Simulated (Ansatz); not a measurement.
SrTiO3 under uniaxial strain: field gradients at the nuclei

Cell: a COD entry, whose atoms a relaxation with PBE at fixed cell left in place.

```yaml
crystal:
  lattice:
    - [3.90500, 0.00000, 0.00000]
    - [0.00000, 3.90500, 0.00000]
    - [0.00000, 0.00000, 3.90500]
  atoms:
    - { symbol: Sr, position: [0.00000, 0.00000, 0.00000] }
    - { symbol: Ti, position: [0.50000, 0.50000, 0.50000] }
    - { symbol: O, position: [0.00000, 0.50000, 0.50000] }
    - { symbol: O, position: [0.50000, 0.00000, 0.50000] }
    - { symbol: O, position: [0.50000, 0.50000, 0.00000] }
```

Atom numbers follow the list; atoms alike are taken as one site, whose name carries the number of the first.

All values are calculated (Ansatz; DFT, PBE, plane waves and PAW, scalar-relativistic, 420 eV cutoff, Γ-centred 8×8×8 k-points, Fermi–Dirac smearing 0.02 eV), not measured.

The cell is stretched along z (the third Cartesian axis of the run's cell), x and y held, and the ions relax again each time.

2 of the 3 sets of like atoms are followed.

```
strain along z (%)  Sr: V along z (10²¹ V/m²)  Ti: V along z (10²¹ V/m²)
                -3                      -0.32                      -3.30
                -2                      -0.23                      -2.14
                -1                      -0.12                      -1.05
                 0                       0.00                       0.00
                +1                       0.13                       1.00
                +2                       0.29                       1.94
                +3                          ?                          ?
```

**Question.** Estimate the row at +3 % from the others.

**Answer.** Sr: 0.45; Ti: 2.83. Worked for Sr: a straight line through the other 6 rows has a slope of 0.121 × 10²¹ V/m² per per cent of strain and gives 0.38 at +3 %, against 0.45 from the run; over all rows the step per per cent runs from 0.085 at the compressed end to 0.16 at the stretched end, so the response isn't a straight line. For Sr-87 that is 0.89 MHz of C_Q per per cent. Worked for Ti: a straight line through the other 6 rows has a slope of 1.048 × 10²¹ V/m² per per cent of strain and gives 3.07 at +3 %, against 2.83 from the run; over all rows the step per per cent runs from 1.16 at the compressed end to 0.90 at the stretched end, so the response isn't a straight line. For 47Ti that is 7.6 MHz of C_Q per per cent. Without strain Sr and Ti sit on a cubic site without a gradient, so the whole gradient comes from the strain.

This high-symmetry form of SrTiO3 is unstable when cold, to tilts of the octahedra. The symmetry of the cell holds that distortion back, wholly or in part, and it would change the field gradients, the more the larger the distortion.
